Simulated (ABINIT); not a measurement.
The system is Se.

```
CELL_PARAMETERS angstrom
4.36620 0.00000 0.00000
-2.18310 3.78124 0.00000
0.00000 0.00000 4.95360
ATOMIC_POSITIONS crystal
Se 0.77460 0.77460 0.00000
Se 0.00000 0.22540 0.66667
Se 0.22540 0.00000 0.33333
```

Base run:

- Program: ABINIT 10.8.3 (patched build)
- Functional: PBE
- Potentials or basis: PseudoDojo NC SR PBE v0.4.1 standard
- Cutoff: 1088 eV
- k mesh: 5 × 5 × 4
- Occupations: fermi-dirac, width 0.05 eV
- Spin: no spin polarisation

Its results: band gap on the k mesh 1.23 eV, indirect (least direct gap 1.34 eV); pressure 2.6 GPa; largest force 0.427 eV/Å.

**Question.** The run is repeated on the same cell with these changes: functional from PBE to LDA; potentials or basis from PseudoDojo NC SR PBE v0.4.1 standard to PseudoDojo NC SR LDA v0.4.1 standard. What comes out?

**Answer.** Band gap on the k mesh 1.11 eV, indirect (least direct gap 1.26 eV); pressure -1.5 GPa; largest force 0.240 eV/Å.

Caveats: an odd mesh through Γ misses points on the zone boundary, where band edges often lie.
